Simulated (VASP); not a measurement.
# CdTe (F-43m) in VASP: a series of runs

Runs on CdTe. Level: PBE. Tasks: relaxation of cell and atoms.

All numbers are computed with VASP 6.6.1; they aren't measurements. Logs are shortened: lines on timing, memory, paths and dates and some standing lists are left out, and cuts for length are marked.

### 1 The structure

It takes space group F-43m (No. 216, cubic). Conventional cell: a = 6.410 Å, b = 6.410 Å, c = 6.410 Å, α = 90.00°, β = 90.00°, γ = 90.00°. Cd (site symmetry -43m) has 4 Te at 2.78 Å as nearest neighbours. Te (site symmetry -43m) is surrounded by 4 Cd at 2.78 Å.

### 2 Relaxation of cell and atoms, PBE

INCAR

```
ALGO     = Normal         # electronic algorithm
EDIFF    = 1E-7           # SCF threshold, eV
EDIFFG   = -0.002         # ionic threshold
ENCUT    = 520            # plane-wave cutoff, eV
GGA      = PE             # functional
IBRION   = 2              # ionic algorithm
ISIF     = 3              # what is computed and relaxed
ISMEAR   = 0              # smearing method
KPAR     = 4            
LASPH    = True           # aspherical terms in the spheres
LCHARG   = False          # write CHGCAR
LREAL    = False          # projectors in reciprocal space
LWAVE    = False          # write WAVECAR
NELM     = 60             # most SCF steps
NSW      = 80             # ionic steps
PREC     = Accurate       # precision mode
SIGMA    = 0.02           # smearing width, eV
```

KPOINTS

```
k-points
0
Gamma
  8 8 8
```

POSCAR

```
CdTe
1.0
    0.0000000000      3.2050000000      3.2050000000
    3.2050000000      0.0000000000      3.2050000000
    3.2050000000      3.2050000000      0.0000000000
Cd Te
1 1
Direct
    0.0000000000      0.0000000000      0.0000000000
    0.2500000000      0.2500000000      0.2500000000
```

Potentials or basis: VASP PAW PBE potentials, release 64 (Cd, Te).

Run with:

```bash
cat potpaw_PBE.64/Cd/POTCAR potpaw_PBE.64/Te/POTCAR > POTCAR
mpirun -np 4 vasp_std > vasp.out
```

OUTCAR:

```text
EDIFF = 1E-7
   EDIFFG = -0.002
   ENCUT = 520
   GGA = PE
   IBRION = 2
   ISIF = 3
   ISMEAR = 0
   LASPH = True
   LREAL = False
   NELM = 60
   NSW = 80
   PREC = Accurate

 ion  position               nearest neighbor table
   1  0.000  0.000  0.000-   2 2.78   2 2.78   2 2.78   2 2.78
   2  0.250  0.250  0.250-   1 2.78   1 2.78   1 2.78   1 2.78

  LATTYP: Found a face centered cubic cell.
 ALAT       =     6.4100000000

  Lattice vectors:

 A1 = (   0.0000000000,   3.2050000000,   3.2050000000)
 A2 = (   3.2050000000,   0.0000000000,   3.2050000000)
 A3 = (   3.2050000000,   3.2050000000,   0.0000000000)

Analysis of symmetry for initial positions (statically):
=====================================================================
 Subroutine PRICEL returns:
 Original cell was already a primitive cell.

 Routine SETGRP: Setting up the symmetry group for a
 face centered cubic supercell.

 Subroutine GETGRP returns: Found 24 space group operations
 (whereof 24 operations were pure point group operations)
 out of a pool of 48 trial point group operations.

The static configuration has the point symmetry T_d .

Analysis of symmetry for dynamics (positions and initial velocities):
=====================================================================
 Subroutine PRICEL returns:
 Original cell was already a primitive cell.

 Routine SETGRP: Setting up the symmetry group for a
 face centered cubic supercell.

 Subroutine GETGRP returns: Found 24 space group operations
 (whereof 24 operations were pure point group operations)
 out of a pool of 48 trial point group operations.

The dynamic configuration has the point symmetry T_d .

 Subroutine INISYM returns: Found 24 space group operations
 (whereof 24 operations are pure point group operations),
 and found     1 'primitive' translations

----------------------------------------------------------------------------------------

                                     Primitive cell

  volume of cell :      65.8437

  direct lattice vectors                    reciprocal lattice vectors
     0.000000000  3.205000000  3.205000000    -0.156006240  0.156006240  0.156006240
     3.205000000  0.000000000  3.205000000     0.156006240 -0.156006240  0.156006240
     3.205000000  3.205000000  0.000000000     0.156006240  0.156006240 -0.156006240

  length of vectors
     4.532554467  4.532554467  4.532554467     0.270210734  0.270210734  0.270210734

  position of ions in fractional coordinates (direct lattice)
     0.000000000  0.000000000  0.000000000
     0.250000000  0.250000000  0.250000000

  ion indices of the primitive-cell ions
   primitive index   ion index
                 1           1
                 2           2

----------------------------------------------------------------------------------------

 KPOINTS: k-points

Automatic generation of k-mesh.
 Grid dimensions read from file:
 generate k-points for:    8    8    8

 Generating k-lattice:

  Cartesian coordinates                     Fractional coordinates (reciprocal lattice)
    -0.019500780  0.019500780  0.019500780     0.125000000  0.000000000  0.000000000
     0.019500780 -0.019500780  0.019500780     0.000000000  0.125000000  0.000000000
     0.019500780  0.019500780 -0.019500780     0.000000000  0.000000000  0.125000000

  Length of vectors
     0.033776342  0.033776342  0.033776342

  Shift w.r.t. Gamma in fractional coordinates (k-lattice)
     0.000000000  0.000000000  0.000000000

 Subroutine IBZKPT returns following result:
 ===========================================

 Found     29 irreducible k-points:

 Following reciprocal coordinates:
            Coordinates               Weight
  0.000000  0.000000  0.000000      1.000000
  0.125000  0.000000  0.000000      8.000000
  0.250000  0.000000  0.000000      8.000000
  0.375000  0.000000  0.000000      8.000000
  0.500000  0.000000  0.000000      4.000000
  0.125000  0.125000  0.000000      6.000000
[... 16 lines left out ...]
  0.500000  0.250000  0.125000     48.000000
 -0.375000  0.250000  0.125000     24.000000
 [... further k-points ...]
   k-points           NKPTS =     29   k-points in BZ     NKDIM =     29   number of bands    NBANDS=     13
   number of dos      NEDOS =    301   number of ions     NIONS =      2
   total plane-waves  NPLWV =  46656
   dimension x,y,z NGX =    36 NGY =   36 NGZ =   36
   dimension x,y,z NGXF=    72 NGYF=   72 NGZF=   72
   ions per type =               1   1
   NGX,Y,Z   is equivalent  to a cutoff of  13.20, 13.20, 13.20 a.u.
   NGXF,Y,Z  is equivalent  to a cutoff of  26.41, 26.41, 26.41 a.u.
 SYSTEM =  unknown system
   PREC   = accura    normal or accurate (medium, high low for compatibility)
   ISTART =      0    job   : 0-new  1-cont  2-samecut
   ICHARG =      2    charge: 1-file 2-atom 10-const
   ISPIN  =      1    spin polarized calculation?
   LNONCOLLINEAR =      F non collinear calculations
   LSORBIT =      F    spin-orbit coupling
   LASPH  =      T    aspherical Exc in radial PAW
   ENCUT  =  520.0 eV  38.22 Ry    6.18 a.u.   8.43  8.43  8.43*2*pi/ulx,y,z
   NELM   =     60;   NELMIN=  2; NELMDL= -5     # of ELM steps
   EDIFF  = 0.1E-06   stopping-criterion for ELM
   LREAL  =      F    real-space projection
   EDIFFG = -.2E-02   stopping-criterion for IOM
   NSW    =     80    number of steps for IOM
   IBRION =      2    ionic relax: 0-MD 1-quasi-New 2-CG
   NFREE  =      1    steps in history (QN), initial steepest desc. (CG)
   ISIF   =      3    stress and relaxation
   ISYM   =      2    0-nonsym 1-usesym 2-fastsym
   POTIM  = 0.5000    time-step for ionic-motion
   TEBEG  =    0.0;   TEEND  =   0.0 temperature during run
   PSTRESS=    0.0 pullay stress
   NELECT =      18.0000    total number of electrons
   NUPDOWN=      -1.0000    fix difference up-down
   EMIN   =  10.00;   EMAX   =-10.00  energy-range for DOS
   EFERMI =   0.00;   METHOD = LEGACY
   ISMEAR =     0;   SIGMA  =   0.02  broadening in eV -4-tet -1-fermi 0-gaus
   EFERMI_NEDOS =   21; number of points for ismear=-14 and -15
   IALGO  =     38    algorithm
   IMIX   =      4    mixing-type and parameters
     AMIX     =   0.40;   BMIX     =  1.00
     AMIX_MAG =   1.60;   BMIX_MAG =  1.00
  volume/ion in A,a.u.               =      32.92       222.17
  Fermi-wavevector in a.u.,A,eV,Ry     =   1.062497  2.007828 15.359610  1.128899
  Thomas-Fermi vector in A             =   2.197950
   LORBIT       =      0    0 simple, 1 ext, 2 COOP (PROOUT), +10 PAW based schemes
   GGA     = PE    functional components
   LHFCALC =     F    Hartree Fock is set to
   AEXX    =    0.0000 exact exchange contribution
   IVDW    =     0    specifies the selected vdW correction
   LEPSILON=     F    determine dielectric tensor
   LRPA    =     F    only Hartree local field effects (RPA)
 conjugate gradient relaxation of ions
 non-spin polarized calculation
 Gauss-broadening in eV      SIGMA  =   0.02
  energy-cutoff  :      520.00
  volume of cell :       65.84
 maximum number of plane-waves:      1807
 NGX is ok and might be reduce to    36
   NGX = 17   NGY = 17   NGZ = 17

--------------------------------------- Ionic step        1  -------------------------------------------

 number of electron      17.9999995 magnetization

 Free energy of the ion-electron system (eV)
  ---------------------------------------------------
  ext. energy  EPLUGINS =         0.00000000
  ---------------------------------------------------
  free energy    TOTEN  =        -4.72671762 eV

  energy without entropy =       -4.72671762  energy(sigma->0) =       -4.72671762

------------------------ aborting loop because EDIFF is reached ----------------------------------------

  FORCE on cell =-STRESS in cart. coord.  units (eV):
  Direction    XX          YY          ZZ          XY          YZ          ZX
  --------------------------------------------------------------------------------------
  -------------------------------------------------------------------------------------
  Total        1.8041106      1.8041106      1.8041106      0.0000000      0.0000000      0.0000000
  in kB       43.8995059     43.8995059     43.8995059      0.0000000      0.0000000      0.0000000
  external PRESSURE =      43.8995059 kB  Pullay stress =       0.0000000 kB
[... 129 lines left out ...]
  energy  without entropy=       -4.8118555024  energy(sigma->0) =       -4.81185550

--------------------------------------- Ionic step        5  -------------------------------------------

 number of electron      18.0000006 magnetization

 Free energy of the ion-electron system (eV)
  ---------------------------------------------------
  ext. energy  EPLUGINS =         0.00000000
  ---------------------------------------------------
  free energy    TOTEN  =        -4.81187219 eV

  energy without entropy =       -4.81187219  energy(sigma->0) =       -4.81187219

 E-fermi :   1.9210     XC(G=0):  -8.2976

 val. band max:        1.7762795722   @ k =   0.0000   0.0000   0.0000
 cond. band min:       2.3514398826   @ k =   0.0000   0.0000   0.0000
 fundamental gap:      0.5751603104
 Fermi energy:         1.9210008051

 k-point     1 :       0.0000    0.0000    0.0000
  band No.  band energies     occupation
      1      -9.0446      2.00000
      2      -6.3067      2.00000
      3      -6.3067      2.00000
      4      -6.3067      2.00000
      5      -6.0916      2.00000
      6      -6.0916      2.00000
      7       1.7763      2.00000
      8       1.7763      2.00000
      9       1.7763      2.00000
     10       2.3514      0.00000
     11       6.4164      0.00000
     12       6.4164      0.00000
     13       6.4164      0.00000
[... 353 lines left out ...]
 k-point    24 :      -0.3750    0.2500    0.1250
  band No.  band energies     occupation
      1      -8.6560      2.00000
      2      -6.2333      2.00000
      3      -6.2236      2.00000
      4      -6.1034      2.00000
      5      -6.0865      2.00000
      6      -5.7094      2.00000
      7      -2.1347      2.00000
      8      -0.0735      2.00000
      9       0.6605      2.00000
     10       4.8638      0.00000
     11       6.4377      0.00000
     12       7.6544      0.00000
     13       8.7892      0.00000

 [... further k-points ...]

------------------------ aborting loop because EDIFF is reached ----------------------------------------

  FORCE on cell =-STRESS in cart. coord.  units (eV):
  Direction    XX          YY          ZZ          XY          YZ          ZX
  --------------------------------------------------------------------------------------
  -------------------------------------------------------------------------------------
  Total        0.0020159      0.0020159      0.0020159     -0.0000000      0.0000000     -0.0000000
  in kB        0.0444550      0.0444550      0.0444550     -0.0000000      0.0000000     -0.0000000
  external PRESSURE =       0.0444550 kB  Pullay stress =       0.0000000 kB
[... 17 lines left out ...]
  FREE ENERGIE OF THE ION-ELECTRON SYSTEM (eV)
  ---------------------------------------------------
  free  energy   TOTEN  =        -4.8118721885 eV

  energy  without entropy=       -4.8118721885  energy(sigma->0) =       -4.81187219

 reached required accuracy - stopping structural energy minimisation
```

It took 21 s on 4 MPI ranks of Intel Xeon 6975P-C (Granite Rapids), shared host; peak memory 0.22 GiB.

What came out:

```yaml
Free_energy: -4.8119 eV
Relaxed_volume: 36.33 Å³/atom
Relaxed_cell: a = 4.684 Å, b = 4.684 Å, c = 4.684 Å, α = 60.00°, β = 60.00°, γ = 60.00°
Space_group_after_relaxing_to_0.05_Å: F-43m (No. 216)
Energy_gained_by_relaxing: 42.6 meV/atom
Ionic_steps: 5
Pressure_after_relaxing: 0.0 GPa
Band_gap_on_the_k_mesh: 0.58 eV, direct
```

The path:
```tsv
step	energy change (eV)	largest force (eV/Å)	pressure (GPa)	volume (Å³)
1	0.0000	0.0000	4.39	65.84
2	-0.0784	0.0000	-0.97	74.82
3	-0.0852	0.0000	0.02	72.63
4	-0.0851	0.0000	-0.05	72.77
5	-0.0852	0.0000	0.00	72.66
```

Final structure:
```cif
data_structure
_symmetry_space_group_name_H-M 'P 1'
_symmetry_Int_Tables_number 1
_cell_length_a 4.6838
_cell_length_b 4.6838
_cell_length_c 4.6838
_cell_angle_alpha 60.000
_cell_angle_beta 60.000
_cell_angle_gamma 60.000
_cell_volume 72.66
loop_
_atom_site_label
_atom_site_type_symbol
_atom_site_fract_x
_atom_site_fract_y
_atom_site_fract_z
_atom_site_occupancy
Cd1 Cd 0.00000 0.00000 0.00000 1
Te1 Te 0.25000 0.25000 0.25000 1
```

Caveat: spin-orbit coupling is left out, which moves the levels of the heavy elements; the volume moved by +10 % from the deposited cell, more than functionals usually miss. PBE usually gives volumes a little too large and moduli too small.

### 3 Relaxation of cell and atoms, PBE

This run uses another cell than the first one, of 36.33 Å³/atom, 1.103 times its volume.

INCAR is that of step 2.

KPOINTS is that of step 2.

POSCAR

```
CdTe                                    
1.0
    0.0000000000      3.3119121379      3.3119121379
    3.3119121379      0.0000000000      3.3119121379
    3.3119121379      3.3119121379      0.0000000000
  Cd              Te            
     1     1
Direct
     0.0000000000000000    1.0000000000000000    0.0000000000000000
     0.2500000000000000    0.2500000000000000    0.2500000000000000
```

Potentials or basis: VASP PAW PBE potentials, release 64 (Cd, Te).

Run with:

```bash
cat potpaw_PBE.64/Cd/POTCAR potpaw_PBE.64/Te/POTCAR > POTCAR
mpirun -np 4 vasp_std > vasp.out
```

OUTCAR:

```text
EDIFF = 1E-7
   EDIFFG = -0.002
   ENCUT = 520
   GGA = PE
   IBRION = 2
   ISIF = 3
   ISMEAR = 0
   LASPH = True
   LREAL = False
   NELM = 60
   NSW = 80
   PREC = Accurate

 ion  position               nearest neighbor table
   1  0.000  0.000  0.000-   2 2.87   2 2.87   2 2.87   2 2.87
   2  0.250  0.250  0.250-   1 2.87   1 2.87   1 2.87   1 2.87

  LATTYP: Found a face centered cubic cell.
 ALAT       =     6.6238242758

  Lattice vectors:

 A1 = (   0.0000000000,   3.3119121379,   3.3119121379)
 A2 = (   3.3119121379,   0.0000000000,   3.3119121379)
 A3 = (   3.3119121379,   3.3119121379,   0.0000000000)

Analysis of symmetry for initial positions (statically):
=====================================================================
 Subroutine PRICEL returns:
 Original cell was already a primitive cell.

 Routine SETGRP: Setting up the symmetry group for a
 face centered cubic supercell.

 Subroutine GETGRP returns: Found 24 space group operations
 (whereof 24 operations were pure point group operations)
 out of a pool of 48 trial point group operations.

The static configuration has the point symmetry T_d .

Analysis of symmetry for dynamics (positions and initial velocities):
[... 228 lines left out ...]
     12       6.4125      0.00000
     13       6.4125      0.00000
[... 354 lines left out ...]
  band No.  band energies     occupation
      1      -8.6582      2.00000
      2      -6.2362      2.00000
      3      -6.2265      2.00000
      4      -6.1064      2.00000
      5      -6.0896      2.00000
      6      -5.7130      2.00000
      7      -2.1365      2.00000
      8      -0.0761      2.00000
      9       0.6574      2.00000
     10       4.8585      0.00000
     11       6.4339      0.00000
     12       7.6494      0.00000
     13       8.7836      0.00000

 [... further k-points ...]

------------------------ aborting loop because EDIFF is reached ----------------------------------------

  FORCE on cell =-STRESS in cart. coord.  units (eV):
  Direction    XX          YY          ZZ          XY          YZ          ZX
  --------------------------------------------------------------------------------------
  -------------------------------------------------------------------------------------
  Total       -0.0009834     -0.0009834     -0.0009834      0.0000000      0.0000000      0.0000000
  in kB       -0.0216750     -0.0216750     -0.0216750      0.0000000      0.0000000      0.0000000
  external PRESSURE =      -0.0216750 kB  Pullay stress =       0.0000000 kB

 VOLUME and BASIS-vectors are now :
 -----------------------------------------------------------------------------
  energy-cutoff  :      520.00
  volume of cell :       72.69
      direct lattice vectors                 reciprocal lattice vectors
     0.000000000  3.312459685  3.312459685    -0.150945233  0.150945233  0.150945233
     3.312459685  0.000000000  3.312459685     0.150945233 -0.150945233  0.150945233
     3.312459685  3.312459685  0.000000000     0.150945233  0.150945233 -0.150945233

 POSITION                                       TOTAL-FORCE (eV/Angst)
 -----------------------------------------------------------------------------------
      0.00000      0.00000      0.00000        -0.000000     -0.000000     -0.000000
      1.65623      1.65623      1.65623         0.000000      0.000000      0.000000
 -----------------------------------------------------------------------------------
    total drift:                               -0.000000     -0.000000     -0.000001

  FREE ENERGIE OF THE ION-ELECTRON SYSTEM (eV)
  ---------------------------------------------------
  free  energy   TOTEN  =        -4.8121197283 eV

  energy  without entropy=       -4.8121197283  energy(sigma->0) =       -4.81211973

 reached required accuracy - stopping structural energy minimisation
```

OSZICAR:

```text
N       E                     dE             d eps       ncg     rms          rms(c)
DAV:   1     0.100078859732E+03    0.10008E+03   -0.82947E+03   754   0.119E+03
DAV:   2    -0.795045159752E+00   -0.10087E+03   -0.97057E+02   824   0.271E+02
DAV:   3    -0.500525682368E+01   -0.42102E+01   -0.41949E+01   914   0.585E+01
[... 15 lines left out ...]
DAV:   3    -0.481212143781E+01    0.41581E-05   -0.95334E-06   794   0.331E-02    0.131E-02
DAV:   4    -0.481212000612E+01    0.14317E-05   -0.96992E-07   824   0.785E-03    0.259E-03
DAV:   5    -0.481211978313E+01    0.22299E-06   -0.10886E-07   397   0.440E-03    0.152E-03
DAV:   6    -0.481211967663E+01    0.10651E-06   -0.41059E-08   387   0.213E-03    0.595E-04
DAV:   7    -0.481211972825E+01   -0.51629E-07   -0.82019E-09   377   0.101E-03
   2 F= -.48121197E+01 E0= -.48121197E+01  d E =-.132693E-05
```

CONTCAR:

```text
CdTe
   1.00000000000000
     0.0000000000000000    3.3124596851085597    3.3124596851085597
     3.3124596851085597    0.0000000000000000    3.3124596851085597
     3.3124596851085597    3.3124596851085597    0.0000000000000000
  Cd              Te
     1     1
Direct
     0.0000000000000000    0.0000000000000000    0.0000000000000000
     0.2500000000000000    0.2500000000000000    0.2500000000000000

  0.00000000E+00  0.00000000E+00  0.00000000E+00
  0.00000000E+00  0.00000000E+00  0.00000000E+00
```

Wall time 7.9 s (4 MPI ranks of Intel Xeon 6975P-C (Granite Rapids), shared host); peak memory 0.22 GiB.

Results:

* Free energy: -4.8121 eV
* Relaxed volume: 36.35 Å³/atom
* Relaxed cell: a = 4.685 Å, b = 4.685 Å, c = 4.685 Å, α = 60.00°, β = 60.00°, γ = 60.00°
* Space group after relaxing (to 0.05 Å): F-43m (No. 216)
* Energy gained by relaxing: 0.0 meV/atom
* Ionic steps: 2
* Pressure after relaxing: 0.0 GPa
* Band gap on the k mesh: 0.57 eV, direct

Final structure:
```
CELL_PARAMETERS angstrom
0.00000 3.31246 3.31246
3.31246 0.00000 3.31246
3.31246 3.31246 0.00000
ATOMIC_POSITIONS crystal
Cd 0.00000 0.00000 0.00000
Te 0.25000 0.25000 0.25000
```

Levels at points of the mesh, in eV from the valence-band top:
```
           k point  band 6  band 7  band 8  band 9  band 10  band 11  band 12  band 13
(0.00, 0.00, 0.00)   -7.87    0.00    0.00    0.00     0.57     4.64     4.64     4.64
(0.50, 0.00, 0.00)   -7.57   -4.06   -0.68   -0.68     1.75     5.21     5.21     7.01
(0.50, 0.50, 0.00)   -7.45   -4.00   -1.65   -1.65     2.67     2.75     8.50     8.80
```

Caveat: spin-orbit coupling is left out, which moves the levels of the heavy elements.
